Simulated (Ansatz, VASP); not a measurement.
One calculation of Cr, two programs

```xyz
4
Lattice="2.0038 -1.4203 0.0000 2.0038 1.4203 0.0000 0.0000 0.0000 8.0954" Properties=species:S:1:pos:R:3 pbc="T T T"
Cr    2.0038   -0.7102    1.0119
Cr    2.0038   -0.7101    5.0596
Cr    2.0038    0.7102    7.0835
Cr    2.0038    0.7101    3.0358
```

Alike in both runs: functional PBE; k mesh 6 × 6 × 4; occupations gaussian, width 0.1 eV; no spin polarisation.

Ansatz relaxed the structure, and its values are those at the end. VASP's run is a single point on that final structure, the one shown.

|  | VASP | Ansatz |
| --- | --- | --- |
| version | VASP 6.6.1 | Ansatz 0.2.0 |
| potentials or method | VASP PAW PBE potentials, release 64 (Cr_pv) | scalar-relativistic, plane waves, PAW |
| plane-wave cutoff (eV) | 520 | 420 |
| valence electrons in the cell | 48 | 56 |

```tsv
	VASP	Ansatz	Ansatz less VASP
gap on the k mesh at the Fermi level (eV)	none	none	-
pressure (GPa)	-0.3	0.0	+0.25
```

A gap of «none» marks a metal or a gap that the smearing closes. The two sets of potentials don't hold the same shells in valence.

Caveats: the k mesh is coarse (spacing up to 0.45 Å⁻¹), so the values aren't converged; the run has no spin polarisation, though such a crystal can be magnetic. Spin polarisation is off, so any magnetic state and its effect on volume and gap are missing.
